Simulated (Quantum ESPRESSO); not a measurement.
FePt (Tetraferroplatinum):

```
Pt Fe
1.0
     2.72350    0.00000    0.00000
     0.00000    2.72350    0.00000
     0.00000    0.00000    3.72000
Pt Fe
1 1
Direct
  0.50000 0.50000 0.50000
  0.00000 0.00000 0.00000
```

Base run:

* Program: Quantum ESPRESSO 7.5
* Functional: PBEsol
* Potentials or basis: GBRV 1.5 PBEsol
* Cutoff: 762 eV
* Density cutoff: 6095 eV
* k mesh: 10 × 10 × 7
* Occupations: fermi-dirac, width 0.05 eV
* Spin: collinear spin, ferromagnetic start
* Starting moments: [0.0, 3.0] μB

Its results: band gap on the k mesh none (metal or under the smearing width); pressure -5.9 GPa; net moment 3.33 μB per cell; site moments Pt +0.39; Fe +2.99 μB.

Question: The run is repeated on the same cell with these changes: functional from PBEsol to LDA; potentials or basis from GBRV 1.5 PBEsol to PseudoDojo 0.4.1 SR LDA standard; cutoff from 762 eV to 1225 eV; density cutoff from 6095 eV to 4898 eV; valence electrons from 32 to 34. What comes out?

Answer: Band gap on the k mesh none (metal or under the smearing width); pressure -12.6 GPa; net moment 3.25 μB per cell; site moments Pt +0.38; Fe +2.90 μB.

Not every run made on this cell is shown here.
